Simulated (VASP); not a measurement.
# AlN (P6_3mc) in VASP: notebook, part 2 of 2

VASP 6.6.1. Earlier steps stand in the parts before.

## 3. Relaxation of shape and atoms at fixed volume, PBE (a relaxed cell with its volume scaled by 1.03)

File INCAR:

```
PREC = Accurate
ENCUT = 520
EDIFF = 1E-7
ISMEAR = 0
SIGMA = 0.02
LREAL = False
LASPH = True
NELM = 60
ALGO = Normal
ISIF = 4
LWAVE = False
LCHARG = False
GGA = PE
IBRION = 2
NSW = 80
EDIFFG = -0.002
```

File KPOINTS:

```
regular mesh
0
Gamma
  9 9 4
```

File POSCAR:

```
AlN                                     
1.0
    3.1595550233      0.0000000000      0.0000000000
   -1.5797775117      2.7362549128      0.0000000000
    0.0000000000      0.0000000000      5.0660743826
  Al              N             
     2     2
Direct
     0.3333333300000021    0.6666666699999979    0.9992567876510421
     0.6666666699999979    0.3333333300000021    0.4992567876510421
     0.3333333300000021    0.6666666699999979    0.3807432123489605
     0.6666666699999979    0.3333333300000021    0.8807432123489605
```

Potentials or basis: VASP PAW PBE potentials, release 64 (Al, N).

Started as:

```
$ cat potpaw_PBE.64/Al/POTCAR potpaw_PBE.64/N/POTCAR > POTCAR
$ mpirun -np 1 vasp_std > vasp.out
```

Run time: 30 s. Hardware: 1 thread of AMD EPYC 7R13 (Zen 3), shared host; peak memory 0.13 GiB.

It converged, with:

| Property | Result |
| --- | --- |
| Free energy | -29.7591 eV |
| Energy gained by relaxing | 0.0 meV/atom |
| Ionic steps | 5 |
| Pressure after relaxing | -5.4 GPa |
| Band gap on the k mesh | 3.81 eV, direct |

Final structure:
```xyz
4
Lattice="3.1578 0.0000 0.0000 -1.5789 2.7348 0.0000 0.0000 0.0000 5.0716" Properties=species:S:1:pos:R:3 pbc="T T T"
Al    0.0000    1.8232    5.0689
Al    1.5789    0.9116    2.5331
N     0.0000    1.8232    1.9299
N     1.5789    0.9116    4.4657
```

Levels at points of the mesh, in eV from the valence-band top:
```tsv
k point	band 5	band 6	band 7	band 8	band 9	band 10	band 11	band 12
(0.00, 0.00, 0.00)	-0.81	-0.18	-0.18	0.00	3.81	6.29	10.23	10.85
(0.00, 0.00, 0.50)	-0.50	-0.50	-0.50	-0.50	6.08	6.08	9.94	9.94
```

## 4. Relaxation of shape and atoms at fixed volume, PBE (a relaxed cell with its volume scaled by 0.94)

INCAR is that of step 3.

KPOINTS is that of step 3.

Edit POSCAR of step 3 so:

```diff
@@ -2,5 +2,5 @@
 1.0
-    3.1595550233      0.0000000000      0.0000000000
-   -1.5797775117      2.7362549128      0.0000000000
-    0.0000000000      0.0000000000      5.0660743826
+    3.0647105681      0.0000000000      0.0000000000
+   -1.5323552840      2.6541172052      0.0000000000
+    0.0000000000      0.0000000000      4.9139994664
   Al              N
```

Started as:

```
$ cat potpaw_PBE.64/Al/POTCAR potpaw_PBE.64/N/POTCAR > POTCAR
$ mpirun -np 1 vasp_std > vasp.out
```

It took 32 s on 1 thread of AMD EPYC 7R13 (Zen 3), shared host; peak memory 0.13 GiB.

The run converged. Its results:

```yaml
Free_energy: -29.6767 eV
Energy_gained_by_relaxing: 0.1 meV/atom
Ionic_steps: 5
Pressure_after_relaxing: 13.5 GPa
Band_gap_on_the_k_mesh: 4.57 eV, direct
```

Step by step:
| step | energy change (eV) | largest force (eV/Å) | pressure (GPa) | volume (Å³) |
| --- | --- | --- | --- | --- |
| 1 | 0.0000 | 0.0247 | 13.61 | 39.97 |
| 2 | -0.0004 | 0.0322 | 13.57 | 39.97 |
| 3 | -0.0004 | 0.0363 | 13.55 | 39.97 |
| 4 | -0.0004 | 0.0326 | 13.52 | 39.97 |
| 5 | -0.0005 | 0.0007 | 13.53 | 39.97 |

Final structure:
```xyz
4
Lattice="3.0694 0.0000 0.0000 -1.5347 2.6582 0.0000 0.0000 0.0000 4.8990" Properties=species:S:1:pos:R:3 pbc="T T T"
Al    0.0000    1.7721    4.8920
Al    1.5347    0.8861    2.4426
N     0.0000    1.7721    1.8685
N     1.5347    0.8861    4.3180
```

Levels at points of the mesh, in eV from the valence-band top:
| k point | band 6 | band 7 | band 8 | band 9 | band 10 | band 11 |
| --- | --- | --- | --- | --- | --- | --- |
| (0.00, 0.00, 0.00) | -0.27 | -0.27 | 0.00 | 4.57 | 6.99 | 10.98 |
| (0.00, 0.00, 0.50) | -0.61 | -0.61 | -0.61 | 6.82 | 6.82 | 10.67 |

Caveat: an odd mesh through Γ misses points on the zone boundary, where band edges often lie.

## 5. Relaxation of shape and atoms at fixed volume, PBE (a relaxed cell with its volume scaled by 1.06)

INCAR is that of step 4.

KPOINTS is that of step 4.

Edit POSCAR of step 4 so:

```diff
@@ -2,5 +2,5 @@
 1.0
-    3.0647105681      0.0000000000      0.0000000000
-   -1.5323552840      2.6541172052      0.0000000000
-    0.0000000000      0.0000000000      4.9139994664
+    3.1899372239      0.0000000000      0.0000000000
+   -1.5949686120      2.7625666703      0.0000000000
+    0.0000000000      0.0000000000      5.1147896247
   Al              N
```

Started as:

```
$ cat potpaw_PBE.64/Al/POTCAR potpaw_PBE.64/N/POTCAR > POTCAR
$ mpirun -np 1 vasp_std > vasp.out
```

It took 32 s on 1 thread of AMD EPYC 7R13 (Zen 3), shared host; peak memory 0.12 GiB.

Results (log left out):

- Free energy: -29.6976 eV
- Energy gained by relaxing: 0.1 meV/atom
- Ionic steps: 5
- Pressure after relaxing: -10.1 GPa
- Band gap on the k mesh: 3.57 eV, direct

The path:
```
step  energy change (eV)  largest force (eV/Å)  pressure (GPa)  volume (Å³)
   1              0.0000                0.0184          -10.11        45.07
   2             -0.0002                0.0170          -10.09        45.07
   3             -0.0002                0.0166          -10.08        45.07
   4             -0.0003                0.0048          -10.08        45.07
   5             -0.0003                0.0001          -10.08        45.07
```

Final structure:
```
Al N
1.0
     3.18673    0.00000    0.00000
    -1.59337    2.75979    0.00000
     0.00000    0.00000    5.12508
Al N
2 2
Direct
  0.33333 0.66667 0.99965
  0.66667 0.33333 0.49965
  0.33333 0.66667 0.38035
  0.66667 0.33333 0.88035
```

Levels at points of the mesh, in eV from the valence-band top:
| k point | band 4 | band 5 | band 6 | band 7 | band 8 | band 9 | band 10 | band 11 | band 12 |
| --- | --- | --- | --- | --- | --- | --- | --- | --- | --- |
| (0.00, 0.00, 0.00) | -0.78 | -0.78 | -0.16 | -0.16 | 0.00 | 3.57 | 6.07 | 10.00 | 10.67 |
| (0.00, 0.00, 0.50) | -3.21 | -0.48 | -0.48 | -0.48 | -0.48 | 5.86 | 5.86 | 9.72 | 9.72 |

## 6. Relaxation of shape and atoms at fixed volume, PBE (a relaxed cell with its volume scaled by 0.91)

INCAR is that of step 5.

KPOINTS is that of step 5.

Edit POSCAR of step 5 so:

```diff
@@ -2,5 +2,5 @@
 1.0
-    3.1899372239      0.0000000000      0.0000000000
-   -1.5949686120      2.7625666703      0.0000000000
-    0.0000000000      0.0000000000      5.1147896247
+    3.0317541368      0.0000000000      0.0000000000
+   -1.5158770684      2.6255760985      0.0000000000
+    0.0000000000      0.0000000000      4.8611566671
   Al              N
```

Potentials or basis: VASP PAW PBE potentials, release 64 (Al, N).

Started as:

```
$ cat potpaw_PBE.64/Al/POTCAR potpaw_PBE.64/N/POTCAR > POTCAR
$ mpirun -np 1 vasp_std > vasp.out
```

Wall time 31 s (1 thread of AMD EPYC 7R13 (Zen 3), shared host); peak memory 0.12 GiB.

The run converged. Its results:

| Property | Result |
| --- | --- |
| Free energy | -29.5356 eV |
| Energy gained by relaxing | 0.3 meV/atom |
| Ionic steps | 5 |
| Pressure after relaxing | 21.9 GPa |
| Band gap on the k mesh | 4.85 eV, direct |

The path:
```
step  energy change (eV)  largest force (eV/Å)  pressure (GPa)  volume (Å³)
   1              0.0000                0.0389           22.10        38.70
   2             -0.0009                0.0562           22.02        38.70
   3             -0.0011                0.0669           21.98        38.70
   4             -0.0013                0.0265           21.93        38.70
   5             -0.0014                0.0003           21.95        38.70
```

Final structure:
```xyz
4
Lattice="3.0396 0.0000 0.0000 -1.5198 2.6324 0.0000 0.0000 0.0000 4.8360" Properties=species:S:1:pos:R:3 pbc="T T T"
Al    0.0000    1.7549    4.8269
Al    1.5198    0.8775    2.4089
N     0.0000    1.7549    1.8468
N     1.5198    0.8775    4.2648
```

Levels at points of the mesh, in eV from the valence-band top:
| k point | band 6 | band 7 | band 8 | band 9 | band 10 | band 11 |
| --- | --- | --- | --- | --- | --- | --- |
| (0.00, 0.00, 0.00) | -0.31 | -0.31 | 0.00 | 4.85 | 7.23 | 11.25 |
| (0.00, 0.00, 0.50) | -0.67 | -0.67 | -0.67 | 7.07 | 7.07 | 10.94 |

Caveat: an odd mesh through Γ misses points on the zone boundary, where band edges often lie.

## 7. Relaxation of shape and atoms at fixed volume, PBE (a relaxed cell with its volume scaled by 1.09)

INCAR is that of step 6.

KPOINTS is that of step 6.

Edit POSCAR of step 6 so:

```diff
@@ -2,5 +2,5 @@
 1.0
-    3.0317541368      0.0000000000      0.0000000000
-   -1.5158770684      2.6255760985      0.0000000000
-    0.0000000000      0.0000000000      4.8611566671
+    3.2197514494      0.0000000000      0.0000000000
+   -1.6098757247      2.7883865469      0.0000000000
+    0.0000000000      0.0000000000      5.1625941677
   Al              N
```

Started as:

```
$ cat potpaw_PBE.64/Al/POTCAR potpaw_PBE.64/N/POTCAR > POTCAR
$ mpirun -np 1 vasp_std > vasp.out
```

Run time: 30 s. Hardware: 1 thread of AMD EPYC 7R13 (Zen 3), shared host; peak memory 0.13 GiB.

It converged, with:

```
Free energy               : -29.6015 eV
Energy gained by relaxing : 0.1 meV/atom
Ionic steps               : 5
Pressure after relaxing   : -14.1 GPa
Band gap on the k mesh    : 3.35 eV, direct
```

The path:
```tsv
step	energy change (eV)	largest force (eV/Å)	pressure (GPa)	volume (Å³)
1	0.0000	0.0264	-14.14	46.35
2	-0.0005	0.0220	-14.11	46.35
3	-0.0005	0.0205	-14.11	46.35
4	-0.0005	0.0036	-14.10	46.35
5	-0.0005	0.0001	-14.10	46.35
```

Final structure:
```yaml
crystal:
  lattice:
    - [3.21518, 0.00000, 0.00000]
    - [-1.60759, 2.78443, 0.00000]
    - [0.00000, 0.00000, 5.17728]
  atoms:
    - { symbol: Al, position: [0.33333, 0.66667, 0.99980] }
    - { symbol: Al, position: [0.66667, 0.33333, 0.49980] }
    - { symbol: N, position: [0.33333, 0.66667, 0.38020] }
    - { symbol: N, position: [0.66667, 0.33333, 0.88020] }
```

Levels at points of the mesh, in eV from the valence-band top:
```
           k point  band 4  band 5  band 6  band 7  band 8  band 9  band 10  band 11  band 12
(0.00, 0.00, 0.00)   -0.75   -0.75   -0.14   -0.14    0.00    3.35     5.86     9.79    10.48
(0.00, 0.00, 0.50)   -3.16   -0.46   -0.46   -0.46   -0.46    5.63     5.63     9.50     9.50
```

## 8. Overview

```tsv
cell	gap on the mesh (eV)	pressure (GPa)
relaxed at fixed volume from: a relaxed cell with its volume scaled by 0.97	4.31	6.3
relaxed at fixed volume from: a relaxed cell with its volume scaled by 1.03	3.81	-5.4
relaxed at fixed volume from: a relaxed cell with its volume scaled by 0.94	4.57	13.5
relaxed at fixed volume from: a relaxed cell with its volume scaled by 1.06	3.57	-10.1
relaxed at fixed volume from: a relaxed cell with its volume scaled by 0.91	4.85	21.9
relaxed at fixed volume from: a relaxed cell with its volume scaled by 1.09	3.35	-14.1
```

Alike in all rows: task relaxation of shape and atoms at fixed volume; level PBE; potentials or basis VASP PAW PBE potentials, release 64 (Al, N); no spin polarisation; k mesh 9 × 9 × 4; cutoff (eV) 520; smearing gaussian 0.02 eV.

Caveats: an odd mesh through Γ misses points on the zone boundary, where band edges often lie (some runs).

Absolute energies hang on the potentials; compare differences alone.
